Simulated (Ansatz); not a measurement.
CaO:

```
Ca O
1.0
     0.00000    2.40356    2.40356
     2.40356    0.00000    2.40356
     2.40356    2.40356    0.00000
Ca O
1 1
Cartesian
  0.0000 0.0000 0.0000
  2.4036 2.4036 2.4036
```

The cell is a database's computed one.

| Property | Result |
| --- | --- |
| Program | Ansatz 0.2.0 |
| Task | relaxation of cell and atoms |
| Functional | PBEsol |
| Dispersion | D3(BJ)+ATM |
| Potentials or basis | PseudoDojo stringent |
| Cutoff | 1252 eV |
| Density cutoff | 5007 eV |
| k mesh | 8 × 8 × 8 |
| Occupations | fixed |
| Spin | no spin polarisation |

At the start: pressure -5.7 GPa; volume 13.89 Å³/atom.

Problem. How do energy, volume and symmetry change on relaxing?

Solution. Over 3 steps the energy falls by 13.0 meV/atom and the volume is 13.15 Å³/atom (-5.3 %); space group Fm-3m (No. 225, to 0.05 Å).

The path:
```csv
step,energy change (eV),largest force (eV/Å),pressure (GPa),volume (Å³)
1,0.0000,0.0000,-5.69,27.77
2,-0.0094,0.0000,-4.64,27.48
3,-0.0260,0.0000,0.34,26.30
```

Final structure:
```
Ca O
1.0
     0.00000    2.36031    2.36031
     2.36031    0.00000    2.36031
     2.36031    2.36031    0.00000
Ca O
1 1
Cartesian
  0.0000 0.0000 0.0000
  2.3603 2.3603 2.3603
```
